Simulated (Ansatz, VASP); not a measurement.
This is a calculation of Si for Ansatz 0.2.0.

File input.yaml:

```yaml
crystal:
  lattice:
    - [2.6205428149, 0.0, 0.0]
    - [-1.3102714075, 2.2694566494, 0.0]
    - [0.0, 0.0, 2.46635439]
  atoms:
    - { symbol: Si, position: [0.0, 0.0, 0.0] }
hamiltonian:
  xc: pbe
  pseudopotentials: { kind: paw }
kpoints:
  mp_grid: { grid: [12, 12, 11] }
  band_path:
    path:
      - [[0.0, 0.0, 0.0], [0.5, 0.0, 0.0], [0.3333333333, 0.3333333333, 0.0], [0.0, 0.0, 0.0], [0.0, 0.0, 0.5], [0.5, 0.0, 0.5], [0.3333333333, 0.3333333333, 0.5], [0.0, 0.0, 0.5]]
      - [[0.5, 0.0, 0.5], [0.5, 0.0, 0.0]]
      - [[0.3333333333, 0.3333333333, 0.0], [0.3333333333, 0.3333333333, 0.5]]
    npoints: 14
scf:
  occupations: { method: fermi_dirac, width: 0.05 }
  n_extra_bands: 6
output:
  forces: true
  stress: true
  eigenvalues: true
  fatbands: false
```

Potentials or basis: Ansatz PAW.

Run with:

```console
$ ansatz run input.yaml --threads 2 --pin off --max-ram 5632MiB --backend cpu --events-out ev --progress --plain --runs-dir out
```

**Question.** Set up the same calculation for VASP 6.6.1. Potentials there: VASP PAW PBE potentials, release 64 (Si).

**Answer.** As run (the cutoff follows the program's own potentials):

The input INCAR:

```
SYSTEM = Si
PREC = Accurate ; ENCUT = 520
EDIFF = 1E-6 ; ISMEAR = -1
SIGMA = 0.05 ; LREAL = .False.
LASPH = .True. ; NELM = 100
ALGO = Normal ; ISIF = 2
LWAVE = .False. ; LCHARG = .False.
GGA = PE ; NBANDS = 8
```

The input KPOINTS:

```
regular mesh
0
Gamma
  12 12 11
  0 0 0
```

The input POSCAR:

```
Si
1.0
    2.6205428149      0.0000000000      0.0000000000
   -1.3102714075      2.2694566494      0.0000000000
    0.0000000000      0.0000000000      2.4663543900
Si
1
Direct
    0.0000000000      0.0000000000      0.0000000000
```

File KPOINTS_OPT:

```
path GMKGALHA,LM,KH
10
line-mode
reciprocal
 0.0000000000  0.0000000000  0.0000000000  G
 0.5000000000  0.0000000000  0.0000000000  M

 0.5000000000  0.0000000000  0.0000000000  M
 0.3333333333  0.3333333333  0.0000000000  K

 0.3333333333  0.3333333333  0.0000000000  K
 0.0000000000  0.0000000000  0.0000000000  G

 0.0000000000  0.0000000000  0.0000000000  G
 0.0000000000  0.0000000000  0.5000000000  A

 0.0000000000  0.0000000000  0.5000000000  A
 0.5000000000  0.0000000000  0.5000000000  L

 0.5000000000  0.0000000000  0.5000000000  L
 0.3333333333  0.3333333333  0.5000000000  H

 0.3333333333  0.3333333333  0.5000000000  H
 0.0000000000  0.0000000000  0.5000000000  A

 0.5000000000  0.0000000000  0.5000000000  L
 0.5000000000  0.0000000000  0.0000000000  M

 0.3333333333  0.3333333333  0.0000000000  K
 0.3333333333  0.3333333333  0.5000000000  H
```

Potentials or basis: VASP PAW PBE potentials, release 64 (Si).

Command:

```console
$ cat potpaw_PBE.64/Si/POTCAR > POTCAR
$ mpirun -np 1 vasp_std > vasp.out
```

Both were run:

|  | VASP | Ansatz | Ansatz less VASP |
| --- | --- | --- | --- |
| gap on the k mesh at the Fermi level (eV) | none | none | - |
| pressure (GPa) | 3.0 | 3.1 | +0.06 |
| largest component of the traceless stress (GPa) | 2.89 | 2.89 | -0.001 |

A gap of «none» marks a metal or a gap that the smearing closes.
